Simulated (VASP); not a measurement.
A run of VASP 6.6.1 is set up as follows.

The input INCAR:

```
SYSTEM = Cs
PREC = Accurate ; ENCUT = 520
EDIFF = 1E-6 ; ISMEAR = 0
SIGMA = 0.15 ; LREAL = .False.
LASPH = .True. ; NELM = 100
ALGO = Fast ; ISIF = 2
LWAVE = .False. ; LCHARG = .False.
NBANDS = 10
```

KPOINTS

```
regular mesh
0
Gamma
  12 12 12
  0 0 0
```

The input POSCAR:

```
Cs
1.0
    0.9624251613      4.4834928244      4.4834928244
    4.4834928244      0.9624251613      4.4834928244
    4.4834928244      4.4834928244      0.9624251613
Cs
1
Direct
    0.0000000000      0.0000000000      0.0000000000
```

Potentials or basis: VASP PAW LDA potentials, release 64 (Cs_sv).

Launch:

```bash
$ cat potpaw_LDA.64/Cs_sv/POTCAR > POTCAR
$ mpirun -np 1 vasp_std > vasp.out
```

(1) Predict the band gap on the k mesh.

(2) Estimate the pressure.

Answers

(1) none (metal or under the smearing width).

(2) -0.2 GPa.
